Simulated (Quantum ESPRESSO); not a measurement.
# SnO: zone-centre phonons under several settings

```xyz
2
Lattice="3.1319 0.0000 0.0000 0.0000 3.1319 0.0000 0.0000 0.0000 3.1319" Properties=species:S:1:pos:R:3 pbc="T T T"
Sn    0.0000    0.0000    0.0000
O     1.5660    1.5660    1.5660
```

The cell was built by a generator and needn't be a form met in nature.

All runs used Quantum ESPRESSO 7.5; potentials PseudoDojo 0.4.1 SR LDA standard; k mesh 9 × 9 × 9; no spin polarisation; cutoff 1143 eV.

```tsv
level	geometry	occupations	volume (Å³/atom)	pressure (GPa)	lowest optical mode without the field (cm⁻¹)
LDA	relaxed at -3 GPa	smeared at first, fixed for the response	?	-3.0	?
LDA	relaxed at 0 GPa	smeared at first, fixed for the response	14.20	0.1	272i
LDA	relaxed at 3 GPa	smeared at first, fixed for the response	13.87	3.1	270i
LDA	relaxed at 8 GPa	smeared at first, fixed for the response	13.41	8.2	268i
LDA	relaxed at 15 GPa	cold, width 0.2 eV	12.87	15.0	255i
```

**Question.** What stands in the row left open?

**Answer.** Volume 14.57 Å³/atom; lowest optical mode without the field 273i cm⁻¹.

Values marked i are imaginary: the cell is unstable against those modes at that level, or the meshes are too thin.

Caveats: some modes are imaginary; on a mesh that holds Γ this program's dielectric tensor can be off by some percent beyond the error of the mesh (some runs); this smearing can shift energies of a crystal with a gap (some runs).

For the row left open. Caveat: some modes are imaginary; on a mesh that holds Γ this program's dielectric tensor can be off by some percent beyond the error of the mesh.
